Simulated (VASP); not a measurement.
# NbP in VASP: a series of runs

One slab, NbP, is run at these levels: PBE; tasks: single point.

Program: VASP 6.6.1. These are calculated values, not measurements. Logs are shortened: lines on timing, memory, paths and dates and some standing lists are left out, and cuts for length are marked.

## (1) The structure

The cell holds a slab with vacuum, 6 atoms: a = 3.325 Å, b = 3.325 Å, c = 17.690 Å, α = 90.00°, β = 90.00°, γ = 90.00°.

## (2) Single point, PBE

INCAR reads:

```
PREC     = Accurate       # precision mode
ENCUT    = 500            # plane-wave cutoff, eV
EDIFF    = 1E-7           # SCF threshold, eV
ISMEAR   = 1              # smearing method
SIGMA    = 0.1            # smearing width, eV
LREAL    = False          # projectors in reciprocal space
LASPH    = True           # aspherical terms in the spheres
NELM     = 120            # most SCF steps
ALGO     = Normal         # electronic algorithm
ISIF     = 2              # what is computed and relaxed
LWAVE    = False          # write WAVECAR
LCHARG   = False          # write CHGCAR
LDIPOL   = True         
IDIPOL   = 3            
DIPOL    = 0.5 0.5 0.500
GGA      = PE             # functional
NBANDS   = 41             # bands
LVHAR    = True         
LVACPOTAV= True
```

KPOINTS reads:

```
regular mesh
0
Gamma
  12 12 1
```

POSCAR reads:

```
NbP
1.0
    3.3250000000      0.0000000000      0.0000000000
    0.0000000000      3.3250000000      0.0000000000
    0.0000000000      0.0000000000     17.6900000000
Nb P
3 3
Direct
    0.5000000000      0.5000000000      0.3391746750
    0.0000000000      0.5000000000      0.5000000000
    0.0000000000      0.0000000000      0.6608253250
    0.0000000000      0.0000000000      0.3391746750
    0.5000000000      0.0000000000      0.5000000000
    0.5000000000      0.5000000000      0.6608253250
```

Potentials or basis: VASP PAW PBE potentials, release 64 (Nb_sv, P).

On the command line:

```sh
> cat potpaw_PBE.64/Nb_sv/POTCAR potpaw_PBE.64/P/POTCAR > POTCAR
> mpirun -np 1 vasp_std > vasp.out
```

OUTCAR:

```text
PREC = Accurate
   ENCUT = 500
   EDIFF = 1E-7
   ISMEAR = 1
   LREAL = False
   LASPH = True
   NELM = 120
   ISIF = 2
   GGA = PE

 Found     28 irreducible k-points:

 Following reciprocal coordinates:
            Coordinates               Weight
  0.000000  0.000000  0.000000      1.000000
  0.083333  0.000000  0.000000      4.000000
  0.166667  0.000000  0.000000      4.000000
  0.250000  0.000000  0.000000      4.000000
  0.333333  0.000000  0.000000      4.000000
  0.416667  0.000000  0.000000      4.000000
   k-points           NKPTS =     28   k-points in BZ     NKDIM =     28   number of bands    NBANDS=     41
   number of dos      NEDOS =    301   number of ions     NIONS =      6
   total plane-waves  NPLWV =  80640
   dimension x,y,z NGX =    24 NGY =   24 NGZ =  140
   dimension x,y,z NGXF=    48 NGYF=   48 NGZF=  280
   ions per type =               3   3
   NGX,Y,Z   is equivalent  to a cutoff of  12.00, 12.00, 13.16 a.u.
   NGXF,Y,Z  is equivalent  to a cutoff of  24.00, 24.00, 26.31 a.u.
 SYSTEM =  unknown system
   PREC   = accura    normal or accurate (medium, high low for compatibility)
   ISTART =      0    job   : 0-new  1-cont  2-samecut
   ICHARG =      2    charge: 1-file 2-atom 10-const
   ISPIN  =      1    spin polarized calculation?
   LNONCOLLINEAR =      F non collinear calculations
   LSORBIT =      F    spin-orbit coupling
   LASPH  =      T    aspherical Exc in radial PAW
   ENCUT  =  500.0 eV  36.75 Ry    6.06 a.u.   6.06  6.06 32.25*2*pi/ulx,y,z
   NELM   =    120;   NELMIN=  2; NELMDL= -5     # of ELM steps
   EDIFF  = 0.1E-06   stopping-criterion for ELM
   LREAL  =      F    real-space projection
   EDIFFG = 0.1E-05   stopping-criterion for IOM
   NSW    =      0    number of steps for IOM
   IBRION =     -1    ionic relax: 0-MD 1-quasi-New 2-CG
   NFREE  =      0    steps in history (QN), initial steepest desc. (CG)
   ISIF   =      2    stress and relaxation
   ISYM   =      2    0-nonsym 1-usesym 2-fastsym
   POTIM  = 0.5000    time-step for ionic-motion
   TEBEG  =    0.0;   TEEND  =   0.0 temperature during run
   PSTRESS=    0.0 pullay stress
   NELECT =      54.0000    total number of electrons
   NUPDOWN=      -1.0000    fix difference up-down
   EMIN   =  10.00;   EMAX   =-10.00  energy-range for DOS
   EFERMI =   0.00;   METHOD = LEGACY
   ISMEAR =     1;   SIGMA  =   0.10  broadening in eV -4-tet -1-fermi 0-gaus
   EFERMI_NEDOS =   21; number of points for ismear=-14 and -15
   IALGO  =     38    algorithm
   IMIX   =      4    mixing-type and parameters
     AMIX     =   0.40;   BMIX     =  1.00
     AMIX_MAG =   1.60;   BMIX_MAG =  1.00
  volume/ion in A,a.u.               =      32.60       219.97
  Fermi-wavevector in a.u.,A,eV,Ry     =   1.066029  2.014503 15.461905  1.136418
  Thomas-Fermi vector in A             =   2.201600
   LORBIT       =      0    0 simple, 1 ext, 2 COOP (PROOUT), +10 PAW based schemes
   GGA     = PE    functional components
   LHFCALC =     F    Hartree Fock is set to
   AEXX    =    0.0000 exact exchange contribution
   IVDW    =     0    specifies the selected vdW correction
   LEPSILON=     F    determine dielectric tensor
   LRPA    =     F    only Hartree local field effects (RPA)
 non-spin polarized calculation
 Methfessel and Paxton  Order N= 1 SIGMA  =   0.10
  energy-cutoff  :      500.00
  volume of cell :      195.57
 maximum number of plane-waves:      5032
   NGX = 13   NGY = 13   NGZ = 65

 dipolmoment           0.000000      0.000000      0.000000 electrons x Angstroem

 number of electron      54.0000004 magnetization

 dipolmoment           0.000000      0.000000     -0.000000 electrons x Angstroem

 Free energy of the ion-electron system (eV)
  ---------------------------------------------------
  ext. energy  EPLUGINS =         0.00000000
  ---------------------------------------------------
  free energy    TOTEN  =       -46.79001984 eV

  energy without entropy =      -46.79138532  energy(sigma->0) =      -46.79047500

 E-fermi :   3.5289     XC(G=0):  -6.7325

 val. band max:        3.5196428432   @ k =   0.5000   0.5000   0.0000
 cond. band min:       3.5653988044   @ k =   0.0833   0.0833   0.0000
 fundamental gap:      0.0457559611
 Fermi energy:         3.5288792047

 k-point     1 :       0.0000    0.0000    0.0000
  band No.  band energies     occupation
      1     -51.6847      2.00000
      2     -51.6819      2.00000
      3     -51.6180      2.00000
      4     -27.8369      2.00000
      5     -27.8369      2.00000
      6     -27.8243      2.00000
[... 31 lines left out ...]
     38       5.3776     -0.00000
     39       6.3793      0.00000

 k-point     2 :       0.0833    0.0000    0.0000
  band No.  band energies     occupation
      1     -51.6832      2.00000
      2     -51.6804      2.00000
      3     -51.6166      2.00000
      4     -27.8605      2.00000
      5     -27.8479      2.00000
      6     -27.8342      2.00000
[... 31 lines left out ...]
     38       5.5994      0.00000
     39       6.5396      0.00000

 k-point     3 :       0.1667    0.0000    0.0000
  band No.  band energies     occupation
      1     -51.6789      2.00000
      2     -51.6764      2.00000
      3     -51.6128      2.00000
      4     -27.9240      2.00000
      5     -27.9106      2.00000
      6     -27.8638      2.00000
[... 31 lines left out ...]
     38       6.5572      0.00000
     39       6.8547      0.00000

 k-point     4 :       0.2500    0.0000    0.0000
  band No.  band energies     occupation
      1     -51.6730      2.00000
      2     -51.6708      2.00000
      3     -51.6076      2.00000
      4     -28.0090      2.00000
      5     -27.9946      2.00000
      6     -27.9501      2.00000
[... 31 lines left out ...]
     38       7.6666      0.00000
     39       8.0008      0.00000

 k-point     5 :       0.3333    0.0000    0.0000
  band No.  band energies     occupation
      1     -51.6671      2.00000
      2     -51.6653      2.00000
      3     -51.6025      2.00000
      4     -28.0923      2.00000
      5     -28.0772      2.00000
      6     -28.0347      2.00000
[... 31 lines left out ...]
     38       8.4945      0.00000
     39       9.1145      0.00000

 k-point     6 :       0.4167    0.0000    0.0000
  band No.  band energies     occupation
      1     -51.6628      2.00000
      2     -51.6613      2.00000
      3     -51.5987      2.00000
      4     -28.1524      2.00000
      5     -28.1368      2.00000
      6     -28.0957      2.00000
[... 31 lines left out ...]
     38       8.3266      0.00000
     39       9.0884      0.00000

 [... further k-points ...]

 [bands above 39 left out]

------------------------ aborting loop because EDIFF is reached ----------------------------------------

  FORCE on cell =-STRESS in cart. coord.  units (eV):
  Direction    XX          YY          ZZ          XY          YZ          ZX
  --------------------------------------------------------------------------------------
  -------------------------------------------------------------------------------------
  Total       18.1038560     18.1038560     -5.5935643      0.0000000      0.0000000      0.0000000
  in kB      148.3100346    148.3100346    -45.8234816      0.0000000      0.0000000      0.0000000
  external PRESSURE =      83.5988626 kB  Pullay stress =       0.0000000 kB

 VOLUME and BASIS-vectors are now :
 -----------------------------------------------------------------------------
  energy-cutoff  :      500.00
  volume of cell :      195.57
      direct lattice vectors                 reciprocal lattice vectors
     3.325000000  0.000000000  0.000000000     0.300751880  0.000000000  0.000000000
     0.000000000  3.325000000  0.000000000     0.000000000  0.300751880  0.000000000
     0.000000000  0.000000000 17.690000000     0.000000000  0.000000000  0.056529112

 POSITION                                       TOTAL-FORCE (eV/Angst)
 -----------------------------------------------------------------------------------
      1.66250      1.66250      6.00000         0.000000      0.000000      0.998613
      0.00000      1.66250      8.84500         0.000000      0.000000      0.000000
      0.00000      0.00000     11.69000         0.000000      0.000000     -0.998613
      0.00000      0.00000      6.00000         0.000000      0.000000     -0.026948
      1.66250      0.00000      8.84500         0.000000      0.000000      0.000000
      1.66250      1.66250     11.69000         0.000000      0.000000      0.026948
 -----------------------------------------------------------------------------------
    total drift:                                0.000000     -0.000000     -0.000000

  FREE ENERGIE OF THE ION-ELECTRON SYSTEM (eV)
  ---------------------------------------------------
  free  energy   TOTEN  =       -46.7900198383 eV

  energy  without entropy=      -46.7913853171  energy(sigma->0) =      -46.79047500

 vacuum level on the upper side and lower side of the slab         7.427         7.427
```

It took 3 min on 1 thread of Intel Xeon Platinum 8488C (Sapphire Rapids), shared host; peak memory 0.36 GiB.

The run converged, but some of its settings lie outside the range that counts as converged, so its numbers aren't taken as properties of the slab.

Results:

* Free energy: -46.7900 eV
* Largest force: 0.999 eV/Å
* Band gap on the k mesh: none (metal or under the smearing width)
* Work function of the upper face: 3.90 eV
* Work function of the lower face: 3.90 eV

## (3) Single point, PBE

This run uses another cell than the first one, of 38.12 Å³/atom, 1.170 times its volume.

INCAR: that of step 2 with these lines changed.

```diff
@@ -1,3 +1,3 @@
 PREC     = Accurate       # precision mode
-ENCUT    = 500            # plane-wave cutoff, eV
+ENCUT    = 400            # plane-wave cutoff, eV
 EDIFF    = 1E-7           # SCF threshold, eV
```

KPOINTS reads:

```
regular mesh
0
Gamma
  15 15 1
```

POSCAR reads:

```
NbP
1.0
    3.3250000000      0.0000000000      0.0000000000
    0.0000000000      3.3250000000      0.0000000000
    0.0000000000      0.0000000000     20.6900000000
Nb P
3 3
Direct
    0.5000000000      0.5000000000      0.3624939584
    0.0000000000      0.5000000000      0.5000000000
    0.0000000000      0.0000000000      0.6375060416
    0.0000000000      0.0000000000      0.3624939584
    0.5000000000      0.0000000000      0.5000000000
    0.5000000000      0.5000000000      0.6375060416
```

Potentials or basis: VASP PAW PBE potentials, release 64 (Nb_sv, P).

On the command line:

```sh
> cat potpaw_PBE.64/Nb_sv/POTCAR potpaw_PBE.64/P/POTCAR > POTCAR
> mpirun -np 1 vasp_std > vasp.out
```

OUTCAR:

```text
PREC = Accurate
   ENCUT = 400
   EDIFF = 1E-7
   ISMEAR = 1
   LREAL = False
   LASPH = True
   NELM = 120
   ISIF = 2
   GGA = PE

 Found     36 irreducible k-points:

 Following reciprocal coordinates:
            Coordinates               Weight
  0.000000  0.000000  0.000000      1.000000
  0.066667  0.000000  0.000000      4.000000
  0.133333  0.000000  0.000000      4.000000
  0.200000  0.000000  0.000000      4.000000
  0.266667  0.000000  0.000000      4.000000
  0.333333  0.000000  0.000000      4.000000
   k-points           NKPTS =     36   k-points in BZ     NKDIM =     36   number of bands    NBANDS=     41
   number of dos      NEDOS =    301   number of ions     NIONS =      6
   total plane-waves  NPLWV =  80640
   dimension x,y,z NGX =    24 NGY =   24 NGZ =  140
   dimension x,y,z NGXF=    48 NGYF=   48 NGZF=  280
   ions per type =               3   3
   NGX,Y,Z   is equivalent  to a cutoff of  12.00, 12.00, 11.25 a.u.
   NGXF,Y,Z  is equivalent  to a cutoff of  24.00, 24.00, 22.50 a.u.
 SYSTEM =  unknown system
   PREC   = accura    normal or accurate (medium, high low for compatibility)
   ISTART =      0    job   : 0-new  1-cont  2-samecut
   ICHARG =      2    charge: 1-file 2-atom 10-const
   ISPIN  =      1    spin polarized calculation?
   LNONCOLLINEAR =      F non collinear calculations
   LSORBIT =      F    spin-orbit coupling
   LASPH  =      T    aspherical Exc in radial PAW
   ENCUT  =  400.0 eV  29.40 Ry    5.42 a.u.   5.42  5.42 33.74*2*pi/ulx,y,z
   NELM   =    120;   NELMIN=  2; NELMDL= -5     # of ELM steps
   EDIFF  = 0.1E-06   stopping-criterion for ELM
   LREAL  =      F    real-space projection
   EDIFFG = 0.1E-05   stopping-criterion for IOM
   NSW    =      0    number of steps for IOM
   IBRION =     -1    ionic relax: 0-MD 1-quasi-New 2-CG
   NFREE  =      0    steps in history (QN), initial steepest desc. (CG)
   ISIF   =      2    stress and relaxation
   ISYM   =      2    0-nonsym 1-usesym 2-fastsym
   POTIM  = 0.5000    time-step for ionic-motion
   TEBEG  =    0.0;   TEEND  =   0.0 temperature during run
   PSTRESS=    0.0 pullay stress
   NELECT =      54.0000    total number of electrons
   NUPDOWN=      -1.0000    fix difference up-down
   EMIN   =  10.00;   EMAX   =-10.00  energy-range for DOS
   EFERMI =   0.00;   METHOD = LEGACY
[... 16 lines left out ...]
 non-spin polarized calculation
 Methfessel and Paxton  Order N= 1 SIGMA  =   0.10
  energy-cutoff  :      400.00
  volume of cell :      228.74
 maximum number of plane-waves:      4211
 NGX is ok and might be reduce to    24
   NGX = 11   NGY = 11   NGZ = 67

 number of electron      54.0000004 magnetization

 dipolmoment           0.000000      0.000000      0.000000 electrons x Angstroem

 Free energy of the ion-electron system (eV)
  ---------------------------------------------------
  ext. energy  EPLUGINS =         0.00000000
  ---------------------------------------------------
  free energy    TOTEN  =       -46.78502327 eV

  energy without entropy =      -46.78431111  energy(sigma->0) =      -46.78478588

 E-fermi :   2.4827     XC(G=0):  -5.7762

 val. band max:        2.4784161034   @ k =   0.2000   0.0667   0.0000
 cond. band min:       2.5085922423   @ k =   0.4667   0.4667   0.0000
 fundamental gap:      0.0301761389
 Fermi energy:         2.4826841301

 k-point     1 :       0.0000    0.0000    0.0000
  band No.  band energies     occupation
      1     -52.7630      2.00000
      2     -52.7606      2.00000
      3     -52.6841      2.00000
      4     -28.9226      2.00000
      5     -28.9226      2.00000
      6     -28.8977      2.00000
[... 241 lines left out ...]
     38       7.2888      0.00000
     39       7.9829      0.00000

 [... further k-points ...]

 [bands above 39 left out]

------------------------ aborting loop because EDIFF is reached ----------------------------------------

  FORCE on cell =-STRESS in cart. coord.  units (eV):
  Direction    XX          YY          ZZ          XY          YZ          ZX
  --------------------------------------------------------------------------------------
  -------------------------------------------------------------------------------------
  Total       18.0672320     18.0672320     -5.6876650      0.0000000      0.0000000      0.0000000
  in kB      126.5489114    126.5489114    -39.8383003      0.0000000      0.0000000      0.0000000
  external PRESSURE =      71.0865075 kB  Pullay stress =       0.0000000 kB

 VOLUME and BASIS-vectors are now :
 -----------------------------------------------------------------------------
  energy-cutoff  :      400.00
  volume of cell :      228.74
      direct lattice vectors                 reciprocal lattice vectors
     3.325000000  0.000000000  0.000000000     0.300751880  0.000000000  0.000000000
     0.000000000  3.325000000  0.000000000     0.000000000  0.300751880  0.000000000
     0.000000000  0.000000000 20.690000000     0.000000000  0.000000000  0.048332528

 POSITION                                       TOTAL-FORCE (eV/Angst)
 -----------------------------------------------------------------------------------
      1.66250      1.66250      7.50000         0.000000      0.000000      0.976583
      0.00000      1.66250     10.34500         0.000000      0.000000      0.000000
      0.00000      0.00000     13.19000         0.000000      0.000000     -0.976583
      0.00000      0.00000      7.50000         0.000000      0.000000     -0.020365
      1.66250      0.00000     10.34500         0.000000      0.000000      0.000000
      1.66250      1.66250     13.19000         0.000000      0.000000      0.020365
 -----------------------------------------------------------------------------------
    total drift:                                0.000000      0.000000      0.000000

  FREE ENERGIE OF THE ION-ELECTRON SYSTEM (eV)
  ---------------------------------------------------
  free  energy   TOTEN  =       -46.7850232719 eV

  energy  without entropy=      -46.7843111066  energy(sigma->0) =      -46.78478588

 vacuum level on the upper side and lower side of the slab         6.353         6.353
```

OSZICAR:

```text
N       E                     dE             d eps       ncg     rms          rms(c)
DAV:   1     0.400386504217E+03    0.40039E+03   -0.25237E+04  3632   0.963E+02
DAV:   2    -0.108193983424E+02   -0.41121E+03   -0.39786E+03  3876   0.355E+02
DAV:   3    -0.471103834976E+02   -0.36291E+02   -0.35585E+02  4648   0.774E+01
[... 17 lines left out ...]
DAV:  21    -0.467850190940E+02   -0.21283E-04   -0.19639E-06  3030   0.201E-03    0.753E-04
DAV:  22    -0.467850225730E+02   -0.34790E-05   -0.18299E-07  3156   0.102E-03    0.226E-04
DAV:  23    -0.467850229859E+02   -0.41289E-06   -0.10563E-08  2519   0.395E-04    0.116E-04
DAV:  24    -0.467850232375E+02   -0.25162E-06   -0.11809E-08  2593   0.285E-04    0.318E-05
DAV:  25    -0.467850232719E+02   -0.34382E-07   -0.22421E-09  2399   0.206E-04
   1 F= -.46785023E+02 E0= -.46784786E+02  d E =-.712165E-03
```

stdout:

```text
POSCAR found type information on POSCAR NbP
 POSCAR found :  2 types and       6 ions
 scaLAPACK will be used
 LDA part: xc-table for (Slater+PW92), standard interpolation
 POSCAR, INCAR and KPOINTS ok, starting setup
 FFT: planning ... GRIDC
 FFT: planning ... GRID_SOFT
 FFT: planning ... GRID
 WAVECAR not read
 entering main loop
 -----------------------------------------------------------------------------
|                                                                             |
|           W    W    AA    RRRRR   N    N  II  N    N   GGGG   !!!           |
|           W    W   A  A   R    R  NN   N  II  NN   N  G    G  !!!           |
|           W    W  A    A  R    R  N N  N  II  N N  N  G       !!!           |
|           W WW W  AAAAAA  RRRRR   N  N N  II  N  N N  G  GGG   !            |
|           WW  WW  A    A  R   R   N   NN  II  N   NN  G    G                |
|           W    W  A    A  R    R  N    N  II  N    N   GGGG   !!!           |
|                                                                             |
|     Did not find any points to average over, which means that no vacuum     |
|     field-free region was found. Please increase the size of  your cell     |
|     in the dimension of the dipole correction to obtain accurate            |
|     workfunction values.                                                    |
|                                                                             |
 -----------------------------------------------------------------------------
```

It took 3.8 min on 1 thread of Intel Xeon Platinum 8488C (Sapphire Rapids), shared host; peak memory 0.37 GiB.

The run converged, but some of its settings lie outside the range that counts as converged, so its numbers aren't taken as properties of the slab.

Results:

| Property | Result |
| --- | --- |
| Free energy | -46.7850 eV |
| Largest force | 0.977 eV/Å |
| Band gap on the k mesh | none (metal or under the smearing width) |
| Work function of the upper face | 3.87 eV |
| Work function of the lower face | 3.87 eV |
